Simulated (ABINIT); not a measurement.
Set up this calculation in ABINIT 10.8.3 (patched build), as the native input.

```
Task                : band structure
Functional          : LDA-PZ
Potentials or basis : JTH PAW LDA v2.0
Cutoff              : 544 eV
k mesh              : 7 × 7 × 4
Occupations         : fermi-dirac, width 0.05 eV
Spin                : no spin polarisation
Fine-grid cutoff    : 1088.46 eV
```

Crystal: CdS (Greenockite).

```xyz
4
Lattice="4.1500 0.0000 0.0000 -2.0750 3.5940 0.0000 0.0000 0.0000 6.7370" Properties=species:S:1:pos:R:3 pbc="T T T"
Cd    2.0750    1.1980    3.3685
Cd    0.0000    2.3960    0.0000
S     2.0750    1.1980    5.8949
S     0.0000    2.3960    2.5264
```

One way to write it, as run:

run.abi

```
# Datasets: ground state, then fixed potential
ndtset 2

# Pseudopotentials
pp_dirpath "./"
pseudos "Cd.LDA_PW-JTH.xml, S.LDA_PW-JTH.xml"

# Structure
acell 3*1.0 Angstrom
rprim
     4.1500000000     0.0000000000     0.0000000000
    -2.0750000000     3.5940054257     0.0000000000
     0.0000000000     0.0000000000     6.7370000000
ntypat 2
znucl 48 16
natom 4
typat 1 1 2 2
xcart
     3.9211817090     2.2638953148     6.3655424508
    -0.0000000004     4.5277906302     0.0000000000
     3.9211817090     2.2638953148    11.1396992889
    -0.0000000004     4.5277906302     4.7741568381

# Plane-wave basis
ecut 20.0
pawecutdg 40.0

# Exchange and correlation
ixc 2

# Bands and occupations
occopt 3
tsmear 0.00183747

# SCF cycle
nstep 100

# Output
iomode 3
prtwf 0
prteig 0
prtebands 0
enunit 2
prtden1 1

# Dataset 1
kptopt1 1
ngkpt1 7 7 4
nshiftk1 1
shiftk1 0.0 0.0 0.0
nband1 22
tolvrs1 1.0e-9

# Dataset 2: bands along G-M-K-G-A-L-H-A
iscf2 -2
getden2 1
nband2 26
nbdbuf2 2
tolwfr2 1.0e-12
kptopt2 -7
ndivsm2 8
prteig2 1
prtvol2 -3
kptbounds2
     0.0000000000     0.0000000000     0.0000000000
     0.5000000000     0.0000000000     0.0000000000
     0.3333333333     0.3333333333     0.0000000000
     0.0000000000     0.0000000000     0.0000000000
     0.0000000000     0.0000000000     0.5000000000
     0.5000000000     0.0000000000     0.5000000000
     0.3333333333     0.3333333333     0.5000000000
     0.0000000000     0.0000000000     0.5000000000
```

Potentials or basis: JTH PAW LDA v2.0.

Launch:

```bash
$ abinit run.abi > log 2>&1
```

Results of the run:

```
Largest force                                         : 0.062 eV/Å
Band gap on the k mesh                                : 0.89 eV, direct
Valence electrons inside the program's atomic spheres : Cd 10.48; S 3.55
```

Wall time 7.6 min on 1 thread of Arm Neoverse V2, on a shared host, peak memory 0.21 GiB.
